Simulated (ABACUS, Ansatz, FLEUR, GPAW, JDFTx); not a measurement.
# Ni: programs and potentials compared

```
CELL_PARAMETERS angstrom
0.01655 1.75725 1.76824
1.71912 0.01633 1.76846
1.71447 1.75283 0.02098
ATOMIC_POSITIONS crystal
Ni 0.00651 0.01144 0.96710
```

The given cell was strained at random by a few per cent at fixed volume.

Alike in all runs: task single point; functional PBEsol; k mesh 13 × 13 × 13; occupations fermi-dirac, width 0.05 eV; collinear spin, ferromagnetic start; no spin-orbit coupling. Pressure is positive in compression and, in plane waves, holds the error of the finite cutoff.

```tsv
program and potentials	plane-wave cutoff (eV)	notes	pressure (GPa)	net moment per atom (μB)	energy over the undisturbed cell (meV/atom)
FLEUR, all-electron, FLAPW	-	-	-	?	?
GPAW, PAW data sets generated for this functional	600	16 valence electrons an atom on average; this data set often lies off other programs	0.74	0.63	3.48
JDFTx, PseudoDojo-SR-PBEsol-0.4.1-standard with smoothed tails	1333	18 valence electrons an atom on average	-2.33	0.63	3.27
ABACUS, PseudoDojo NC SR 0.4.1 PBEsol standard, plane waves	1333	18 valence electrons an atom on average	-2.33	0.63	3.29
Ansatz, all-electron LAPW, scalar-relativistic	-	-	-2.30	0.63	-
```

Estimate from the other rows what the run with FLEUR, all-electron, FLAPW gave.

Net moment per atom 0.63 μB; energy over the undisturbed cell 3.30 meV/atom. The other rows, which needn't bracket it: pressure -2.33 to 0.74; net moment per atom 0.63; energy over the undisturbed cell 3.27 to 3.48.
